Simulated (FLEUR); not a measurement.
**KTaO3 under changes of volume**

One of the cells (12.688 Å³/atom); the others are scaled copies at fixed shape and fractional positions:

```
CELL_PARAMETERS angstrom
3.98830 0.00000 0.00000
0.00000 3.98830 0.00000
0.00000 0.00000 3.98830
ATOMIC_POSITIONS crystal
Ta 0.00000 0.00000 0.00000
K 0.50000 0.50000 0.50000
O 0.00000 0.00000 0.50000
O 0.00000 0.50000 0.00000
O 0.50000 0.00000 0.00000
```

| Property | Result |
| --- | --- |
| Program | FLEUR MaX-R8.1 (later development tree) |
| Functional | PBEsol |
| Potentials or basis | all-electron |
| Basis | FLAPW |
| Kmax | 5.58 1/bohr |
| k mesh | 7 × 7 × 7 |
| Occupations | fermi-dirac, width 0.05 eV |
| Spin | no spin polarisation |

```tsv
volume (Å³/atom)	energy over the lowest point (meV/atom)	gap on the mesh (eV)
11.927	?	?
12.180	12.37	2.28
12.688	0.00	2.20
13.196	12.98	2.11
13.449	27.43	2.07
```

What does the run at 11.927 Å³/atom give?

Energy over the lowest point 29.99 meV/atom; gap on the mesh 2.32 eV.

Worked out: A Birch-Murnaghan fit of order 2 (a polynomial in V^(-2/3)) to the other rows has its minimum at 12.66 Å³/atom with B0 = V·E''(V) = 200 GPa. It gives 29.69 meV/atom at 11.927 Å³/atom, against the run's 29.99. A straight line through the other rows of the gap, of slope -2.14 eV per unit of ln V, extrapolates to 2.33 eV, against the run's 2.32.

Energies are extrapolated to zero smearing.

Caveats: the cutoff is high for the widest sphere, where the basis turns nearly dependent and energies can drift low; spin-orbit coupling is left out, which moves the levels of the heavy elements; an odd mesh through Γ misses points on the zone boundary, where band edges often lie.
